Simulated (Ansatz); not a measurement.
# Sc₂Al: two-dimensional strain map

The calculation used DFT r2SCAN, scalar-relativistic, plane waves, PAW (Ansatz 0.2.0). The runs took a 500 eV cutoff, a Γ-centred 12×12×8 mesh and Gaussian smearing (0.15 eV). No spin polarisation. Energies are free energies at this smearing, counted from the undisturbed cell; pressure is positive in compression.

Reference structure (relaxed at this level; it needn't be the usual structure):

```
CELL_PARAMETERS angstrom
4.88803 0.00000 0.00000
-2.44401 4.23316 0.00000
0.00000 0.00000 6.16332
ATOMIC_POSITIONS crystal
Sc 0.00000 0.00000 0.00000
Sc 0.00000 0.00000 0.50000
Sc 0.33333 0.66667 0.75000
Sc 0.66667 0.33333 0.25000
Al 0.33333 0.66667 0.25000
Al 0.66667 0.33333 0.75000
```

The cell is strained by p along both x and y and by q along z, fractional coordinates fixed. Points are written (p, q).

Energy above the undisturbed cell in meV/atom (a dash: not computed):

| p \ q | -0.080 | -0.040 | 0.000 | 0.080 |
| --- | --- | --- | --- | --- |
| -0.080 | 351.7 | 258.8 | 208.9 | 207.0 |
| 0.000 | 77.0 | – | 0.0 | 52.8 |
| 0.080 | 179.3 | – | 143.3 | 228.2 |

Pressure in GPa:

| p \ q | -0.080 | -0.040 | 0.000 | 0.080 |
| --- | --- | --- | --- | --- |
| -0.080 | 28.8 | 22.9 | 17.8 | 10.4 |
| 0.000 | 6.9 | – | 0.0 | -4.2 |
| 0.080 | -3.7 | – | -8.5 | -11.0 |